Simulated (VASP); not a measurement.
Here is a VASP 6.6.1 calculation.

Contents of POSCAR:

```
AgBr
1.0
    0.0000000000      2.9216612883      2.9216612883
    2.9216612883      0.0000000000      2.9216612883
    2.9216612883      2.9216612883      0.0000000000
Ag Br
1 1
Direct
    0.0000000000      0.0000000000      0.0000000000
    0.5000000000      0.5000000000      0.5000000000
```

File INCAR.step1:

```
SYSTEM = AgBr
PREC = Accurate
ENCUT = 520
EDIFF = 1E-6
ISMEAR = 0
SIGMA = 0.02
LREAL = .FALSE.
LASPH = .TRUE.
NELM = 150
ALGO = Fast
ISIF = 2
LWAVE = .FALSE.
LCHARG = .TRUE.
MAGMOM = 0 0 0 0 0 0
LSORBIT = .TRUE.
GGA_COMPAT = .FALSE.
LORBMOM = .TRUE.
LMAXMIX = 4
GGA = PE
NBANDS = 30
```

Contents of KPOINTS.step1:

```
Automatic mesh
0
G
  8 8 8
  0 0 0
```

The input INCAR.step2:

```
SYSTEM = AgBr
PREC = Accurate
ENCUT = 520
EDIFF = 1E-6
ISMEAR = -5
SIGMA = 0.02
LREAL = .FALSE.
LASPH = .TRUE.
NELM = 150
ALGO = Fast
ISIF = 2
LWAVE = .FALSE.
LCHARG = .FALSE.
MAGMOM = 0 0 0 0 0 0
LORBIT = 10
LSORBIT = .TRUE.
GGA_COMPAT = .FALSE.
LORBMOM = .TRUE.
LMAXMIX = 4
GGA = PE
NBANDS = 30
NEDOS = 1001
ICHARG = 11
```

KPOINTS.step2

```
Automatic mesh
0
G
  12 12 12
  0 0 0
```

Potentials or basis: VASP PAW PBE potentials, release 64 (Ag, Br).

Command:

```bash
$ cat potpaw_PBE.64/Ag/POTCAR potpaw_PBE.64/Br/POTCAR > POTCAR
$ cp INCAR.step1 INCAR
$ cp KPOINTS.step1 KPOINTS
$ mpirun -np 1 vasp_ncl > vasp.out
$ cp INCAR.step2 INCAR
$ cp KPOINTS.step2 KPOINTS
$ mpirun -np 1 vasp_ncl > vasp.out
```

Task: What does it give for the net moment?

Result: 0.00 μB per cell.

Moments on the atoms (μB; x, y, z):
```
Ag  0.00 0.00 0.00
Br  0.00 0.00 0.00
```
